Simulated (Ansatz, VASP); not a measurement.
Two plane-wave programs on NiO

```
Ni O
1.0
     0.00000    2.08590    2.08590
     2.08590    0.00000    2.08590
     2.08590    2.08590    0.00000
Ni O
1 1
Direct
  0.00000 0.00000 0.00000
  0.50000 0.50000 0.50000
```

Alike in both runs: task single point; functional PBE; k mesh 11 × 11 × 11; occupations gaussian, width 0.028 eV; collinear spin, ferromagnetic start.

|  | VASP | Ansatz |
| --- | --- | --- |
| version | VASP 6.6.1 | Ansatz 0.2.0 |
| potentials or method | VASP PAW PBE potentials, release 64 (Ni, O) | Ansatz PAW |
| plane-wave cutoff (eV) | 520 | 420 |
| valence electrons in the cell | 16 | 24 |

|  | VASP | Ansatz | Ansatz less VASP |
| --- | --- | --- | --- |
| gap on the k mesh at the Fermi level (eV) | none | none | - |
| pressure (GPa) | 5.9 | 6.3 | +0.41 |
| net moment per atom (μB) | 0.88 | 0.90 | +0.015 |
| size of the moment on the site where the two differ most (μB) | 0.27 | 0.29 | +0.021 |

Site moments also hang on the region over which each program counts them. A gap of «none» marks a metal or a gap that the smearing closes. The two sets of potentials don't hold the same shells in valence.

Caveats: a cell with one magnetic atom can't hold antiferromagnetic order, which such compounds often take; semilocal functionals often make such compounds metallic where correlation or magnetic order opens a gap, which also shifts bond lengths; the pressure holds a Pulay correction of +0.7 GPa for the finite cutoff (Ansatz). With open d or f shells a metallic result of PBE can be an artefact of self-interaction; +U or a hybrid may open a gap.
